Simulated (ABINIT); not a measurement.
# InSe (Pm-3m) in ABINIT: reference runs

Reference runs on InSe: the cell as given.

All numbers are computed with ABINIT 10.8.3 (patched build); they aren't measurements. Logs are shortened: lines on timing, memory, paths and dates and some standing lists are left out, and cuts for length are marked. The log counts tension as positive stress, the text compression.

## (1) The structure

The structure is cubic, space group Pm-3m (No. 221). Conventional cell: a = 3.632 Å, b = 3.632 Å, c = 3.632 Å, α = 90.00°, β = 90.00°, γ = 90.00°. In (site symmetry m-3m) is surrounded by 8 Se at 3.15 Å. Around Se (site symmetry m-3m) lie 8 In at 3.15 Å.

The cell was built by a generator and needn't be a form met in nature.

## (2) Single point, PBE

Contents of run.abi:

```
# Pseudopotentials
pp_dirpath "./"
pseudos "In.GGA_PBE-JTH.xml, Se.GGA_PBE-JTH.xml"

# Structure
structure "poscar:POSCAR"
natom 2

# Plane-wave basis
ecut 22.0
pawecutdg 44.0
pawxcdev 0

# k points
kptopt 1
ngkpt 7 7 7
nshiftk 1
shiftk 0.0 0.0 0.0

# Exchange and correlation
ixc 11

# Bands and occupations
nband 14
occopt 3
tsmear 0.00183747

# SCF cycle
nstep 100
tolvrs 1.0e-9

# Output
iomode 3
prtwf 0
prtden 0
prteig 0
prtebands 0
enunit 1
```

Contents of POSCAR:

```
InSe
1.0
    3.6320400000      0.0000000000      0.0000000000
    0.0000000000      3.6320400000      0.0000000000
    0.0000000000      0.0000000000      3.6320400000
In Se
1 1
Direct
    0.5000000000      0.5000000000      0.5000000000  In
    0.0000000000      0.0000000000      0.0000000000  Se
```

Potentials or basis: JTH PAW PBE v2.0.

Started as:

```
$ abinit run.abi > log 2>&1
```

run.abo:

```text
.Version 10.8.3 of ABINIT
 Symmetries : space group Pm -3 m (#221); Bravais cP (primitive cubic)
================================================================================
 Values of the parameters that define the memory need of the present run
     intxc =       0    ionmov =       0      iscf =      17    lmnmax =      18
     lnmax =       6     mgfft =      30  mpssoang =       3    mqgrid =    3001
     natom =       2  nloc_mem =       2    nspden =       1   nspinor =       1
    nsppol =       1      nsym =      48    n1xccc =       1    ntypat =       2
    occopt =       3   xclevel =       2
       mpw =        1604          nfft =       27000          nkpt =          20
 PAW method is used; the additional fine FFT grid is defined by:
   mgfftf=        45    nfftf =     91125
================================================================================
================================================================================

--------------------------------------------------------------------------------
------------- Echo of variables that govern the present computation ------------
--------------------------------------------------------------------------------
 -outvars: echo values of preprocessed input variables --------
            acell      1.0000000000E+00  1.0000000000E+00  1.0000000000E+00 Bohr
              amu      1.14820000E+02  7.89600000E+01
             ecut      2.20000000E+01 Hartree
           enunit           1
              ixc          11
         kptrlatt        7    0    0      0    7    0      0    0    7
          kptrlen      4.80449261E+01
            natom           2
            nband          14
            ngfft          30      30      30
          ngfftdg          45      45      45
             nkpt          20
            nstep         100
             nsym          48
           ntypat           2
           occopt           3
        pawecutdg      4.40000000E+01 Hartree
         pawxcdev           0
           prtden           0
        prtebands           0
           prteig           0
            prtwf           0
            rprim      6.8635608783E+00  0.0000000000E+00  0.0000000000E+00
                       0.0000000000E+00  6.8635608783E+00  0.0000000000E+00
                       0.0000000000E+00  0.0000000000E+00  6.8635608783E+00
          spgroup         221
           tolvrs      1.00000000E-09
           tsmear      1.83747000E-03 Hartree
            typat      1  2
           useylm           1
           xangst      1.8160200000E+00  1.8160200000E+00  1.8160200000E+00
                       0.0000000000E+00  0.0000000000E+00  0.0000000000E+00
            xcart      3.4317804392E+00  3.4317804392E+00  3.4317804392E+00
                       0.0000000000E+00  0.0000000000E+00  0.0000000000E+00
             xred      5.0000000000E-01  5.0000000000E-01  5.0000000000E-01
                       0.0000000000E+00  0.0000000000E+00  0.0000000000E+00
            znucl       49.00000   34.00000

================================================================================

 chkinp: Checking input parameters for consistency.

================================================================================
== DATASET  1 ==================================================================

--- !DatasetInfo
iteration_state: {dtset: 1, }
dimensions: {natom: 2, nkpt: 20, mband: 14, nsppol: 1, nspinor: 1, nspden: 1, mpw: 1604, }
cutoff_energies: {ecut:  22.0, pawecutdg:  44.0, }
electrons: {nelect:   1.90000000E+01, charge:   0.00000000E+00, occopt:   3.00000000E+00, tsmear:   1.83747000E-03, }
meta: {optdriver: 0, ionmov: 0, optcell: 0, iscf: 17, paral_kgb: 0, }
...

 Exchange-correlation functional for the present dataset will be:
  GGA: Perdew-Burke-Ernzerhof functional - ixc=11
  J.P.Perdew, K.Burke, M.Ernzerhof, PRL 77, 3865 (1996)

 Real(R)+Recip(G) space primitive vectors, cartesian coordinates (Bohr,Bohr^-1):
 R(1)=  6.8635609  0.0000000  0.0000000  G(1)=  0.1456970  0.0000000  0.0000000
 R(2)=  0.0000000  6.8635609  0.0000000  G(2)=  0.0000000  0.1456970  0.0000000
 R(3)=  0.0000000  0.0000000  6.8635609  G(3)=  0.0000000  0.0000000  0.1456970
 Unit cell volume ucvol=  3.2333184E+02 bohr^3
 Angles (23,13,12)=  9.00000000E+01  9.00000000E+01  9.00000000E+01 degrees

 Coarse grid specifications (used for wave-functions):

 getcut: wavevector=  0.0000  0.0000  0.0000  ngfft=  30  30  30
         ecut(hartree)=     22.000   => boxcut(ratio)=   2.07012

 Fine grid specifications (used for densities):

 getcut: wavevector=  0.0000  0.0000  0.0000  ngfft=  45  45  45
         ecut(hartree)=     44.000   => boxcut(ratio)=   2.14690

--- Pseudopotential description ------------------------------------------------
- pspini: atom type   1  psp file is ./In.GGA_PBE-JTH.xml
 Pseudopotential format is: paw10
 basis_size (lnmax)=  6 (lmn_size= 18), orbitals=   0   0   1   1   2   2
 Spheres core radius: rc_sph= 2.50644782
 Shapefunction is BESSEL type: shapef(r,l)=aa(1,l)*jl(q(1,l)*r)+aa(2,l)*jl(q(2,l)*r)
 Radius for shape functions =  1.40569481
 Compensation charge density is not taken into account in XC energy/potential

- pspini: atom type   2  psp file is ./Se.GGA_PBE-JTH.xml
 Pseudopotential format is: paw10
 basis_size (lnmax)=  4 (lmn_size=  8), orbitals=   0   0   1   1
 Spheres core radius: rc_sph= 2.21132333
 Shapefunction is BESSEL type: shapef(r,l)=aa(1,l)*jl(q(1,l)*r)+aa(2,l)*jl(q(2,l)*r)
 Radius for shape functions =  2.00656599
 Compensation charge density is not taken into account in XC energy/potential

   1.07999590E+03                                ecore*ucvol(ha*bohr**3)
--------------------------------------------------------------------------------

================================================================================

--- !BeginCycle
iteration_state: {dtset: 1, }
solver: {iscf: 17, nstep: 100, nline: 4, wfoptalg: 10, }
tolerances: {tolvrs: 1.00E-09, }
...

     iter   Etot(hartree)      deltaE(h)  residm     nres2
 ETOT  1  -67.596791077147    -6.760E+01 1.141E-01 1.497E+00
 ETOT  2  -67.632613071995    -3.582E-02 5.268E-03 5.279E-01
 ETOT  3  -67.632247647024     3.654E-04 1.302E-03 1.492E-01
 ETOT  4  -67.632108528934     1.391E-04 6.494E-04 2.776E-03
 ETOT  5  -67.632112955291    -4.426E-06 2.250E-04 9.897E-05
 ETOT  6  -67.632113003374    -4.808E-08 1.127E-04 2.577E-05
 ETOT  7  -67.632113017821    -1.445E-08 7.528E-05 2.879E-07
 ETOT  8  -67.632113020981    -3.160E-09 5.083E-05 4.167E-08
 ETOT  9  -67.632113020960     2.083E-11 4.885E-05 6.824E-09
 ETOT 10  -67.632113020956     4.590E-12 3.124E-05 9.504E-11

 At SCF step   10       nres2   =  9.50E-11 < tolvrs=  1.00E-09 =>converged.

 Cartesian components of stress tensor (hartree/bohr^3)
  sigma(1 1)=  4.04058859E-06  sigma(3 2)=  0.00000000E+00
  sigma(2 2)=  4.04058859E-06  sigma(3 1)=  0.00000000E+00
  sigma(3 3)=  4.04058859E-06  sigma(2 1)=  0.00000000E+00

--- !ResultsGS
iteration_state: {dtset: 1, }
comment   : Summary of ground state results
lattice_vectors:
- [  6.8635609,   0.0000000,   0.0000000, ]
- [  0.0000000,   6.8635609,   0.0000000, ]
- [  0.0000000,   0.0000000,   6.8635609, ]
lattice_lengths: [   6.86356,    6.86356,    6.86356, ]
lattice_angles: [ 90.000,  90.000,  90.000, ] # degrees, (23, 13, 12)
lattice_volume:   3.2333184E+02
convergence: {deltae:  4.590E-12, res2:  9.504E-11, residm:  3.124E-05, diffor: null, }
etotal    :  -6.76321130E+01
entropy   :   0.00000000E+00
fermie    :   1.29577785E-01
cartesian_stress_tensor: # hartree/bohr^3
- [  4.04058859E-06,   0.00000000E+00,   0.00000000E+00, ]
- [  0.00000000E+00,   4.04058859E-06,   0.00000000E+00, ]
- [  0.00000000E+00,   0.00000000E+00,   4.04058859E-06, ]
pressure_GPa:  -1.1888E-01
xred      :
- [  5.0000E-01,   5.0000E-01,   5.0000E-01, In]
- [  0.0000E+00,   0.0000E+00,   0.0000E+00, Se]
cartesian_forces: # hartree/bohr
- [ -0.00000000E+00,  -0.00000000E+00,  -0.00000000E+00, ]
- [ -0.00000000E+00,  -0.00000000E+00,  -0.00000000E+00, ]
force_length_stats: {min:   0.00000000E+00, max:   0.00000000E+00, mean:   0.00000000E+00, }
...

 Integrated electronic density in atomic spheres:
 ------------------------------------------------
 Atom  Sphere_radius  Integrated_density
    1        2.50645         10.99762036
    2        2.21132          3.88439058

================================================================================

 ----iterations are completed or convergence reached----

 Mean square residual over all n,k,spin=   12.615E-08; max=  31.243E-06
 reduced coordinates (array xred) for    2 atoms
       0.500000000000      0.500000000000      0.500000000000
       0.000000000000      0.000000000000      0.000000000000
 rms dE/dt=  0.0000E+00; max dE/dt=  0.0000E+00; dE/dt below (all hartree)
    1       0.000000000000      0.000000000000      0.000000000000
    2       0.000000000000      0.000000000000      0.000000000000

 cartesian coordinates (angstrom) at end:
    1      1.81602000000000     1.81602000000000     1.81602000000000
    2      0.00000000000000     0.00000000000000     0.00000000000000

 cartesian forces (hartree/bohr) at end:
    1     -0.00000000000000    -0.00000000000000    -0.00000000000000
    2     -0.00000000000000    -0.00000000000000    -0.00000000000000
 frms,max,avg= 0.0000000E+00 0.0000000E+00   0.000E+00  0.000E+00  0.000E+00 h/b

 cartesian forces (eV/Angstrom) at end:
    1     -0.00000000000000    -0.00000000000000    -0.00000000000000
    2     -0.00000000000000    -0.00000000000000    -0.00000000000000
 frms,max,avg= 0.0000000E+00 0.0000000E+00   0.000E+00  0.000E+00  0.000E+00 e/A
 length scales=  1.000000000000  1.000000000000  1.000000000000 bohr
              =  0.529177210544  0.529177210544  0.529177210544 angstroms
 Fermi (or HOMO) energy (eV) =   3.52599   Average Vxc (eV)= -10.36525
 Eigenvalues (   eV  ) for nkpt=  20  k points:
 kpt#   1, nband= 14, wtk=  0.00292, kpt=  0.0000  0.0000  0.0000 (reduced coord)
 -10.81832  -10.81832  -10.64413  -10.64413  -10.64413   -9.95220    0.02624    2.12203
   2.12203    2.12203    8.82512    8.82512   11.85905   11.85905
 prteigrs : prtvol=0 or 1, do not print more k-points.

--- !EnergyTerms
iteration_state     : {dtset: 1, }
comment             : Components of total free energy in Hartree
kinetic             :  1.73716026633267E+01
hartree             :  2.11619041188998E+01
xc                  : -1.38598150653937E+01
Ewald energy        : -5.14855194807146E+01
psp_core            :  3.34020894936934E+00
local_psp           : -5.86731824864786E+01
PAW spherical_terms :  1.45129188189418E+01
internal            : -6.76318824820493E+01
'-kT*entropy'       : -2.32703606818105E-04
total_energy        : -6.76321151856561E+01
total_energy_eV     : -1.84036360894956E+03
...

--- !EnergyTermsDC
iteration_state     : {dtset: 1, }
comment             : '"Double-counting" decomposition of free energy'
band_energy         : -4.41158803033827E+00
Ewald energy        : -5.14855194807146E+01
psp_core            :  3.34020894936934E+00
xc_dc               : -2.67412075668685E+01
PAW spherical_terms :  1.16662258112031E+01
internal            : -6.76318803173490E+01
'-kT*entropy'       : -2.32703606818105E-04
total_energy_dc     : -6.76321130209558E+01
total_energy_dc_eV  : -1.84036355004507E+03
...

--- !EnergyTermsWithPAWCore
iteration_state     : {dtset: 1, }
comment             : 'Components of total free energy, including PAW core contributions'
Total energy        : -8.31182901756165E+03
Total energy DC     : -8.31182901539695E+03
Total energy (eV)   : -2.26176389807423E+05
Total energy DC (eV): -2.26176389748518E+05
...

 Cartesian components of stress tensor (hartree/bohr^3)
  sigma(1 1)=  4.04058859E-06  sigma(3 2)=  0.00000000E+00
  sigma(2 2)=  4.04058859E-06  sigma(3 1)=  0.00000000E+00
  sigma(3 3)=  4.04058859E-06  sigma(2 1)=  0.00000000E+00

-Cartesian components of stress tensor (GPa)         [Pressure= -1.1888E-01 GPa]
- sigma(1 1)=  1.18878221E-01  sigma(3 2)=  0.00000000E+00
- sigma(2 2)=  1.18878221E-01  sigma(3 1)=  0.00000000E+00
- sigma(3 3)=  1.18878221E-01  sigma(2 1)=  0.00000000E+00

== END DATASET(S) ==============================================================
================================================================================

 -outvars: echo values of variables after computation  --------
            acell      1.0000000000E+00  1.0000000000E+00  1.0000000000E+00 Bohr
           etotal     -6.7632113021E+01
            fcart     -0.0000000000E+00 -0.0000000000E+00 -0.0000000000E+00
                      -0.0000000000E+00 -0.0000000000E+00 -0.0000000000E+00
            rprim      6.8635608783E+00  0.0000000000E+00  0.0000000000E+00
                       0.0000000000E+00  6.8635608783E+00  0.0000000000E+00
                       0.0000000000E+00  0.0000000000E+00  6.8635608783E+00
           strten      4.0405885899E-06  4.0405885899E-06  4.0405885900E-06
                       0.0000000000E+00  0.0000000000E+00  0.0000000000E+00
           xangst      1.8160200000E+00  1.8160200000E+00  1.8160200000E+00
                       0.0000000000E+00  0.0000000000E+00  0.0000000000E+00
             xred      5.0000000000E-01  5.0000000000E-01  5.0000000000E-01
                       0.0000000000E+00  0.0000000000E+00  0.0000000000E+00
 Calculation completed.
```

Run time: 14 s. Hardware: 1 thread of Arm Neoverse V1, shared host; peak memory 0.11 GiB.

Results:

| Quantity | Value |
| --- | --- |
| Free energy | -1840.3636 eV |
| Pressure | -0.1 GPa |
| Band gap on the k mesh | none (metal or under the smearing width) |
| Valence electrons inside the program's atomic spheres | In 11.00; Se 3.88 |
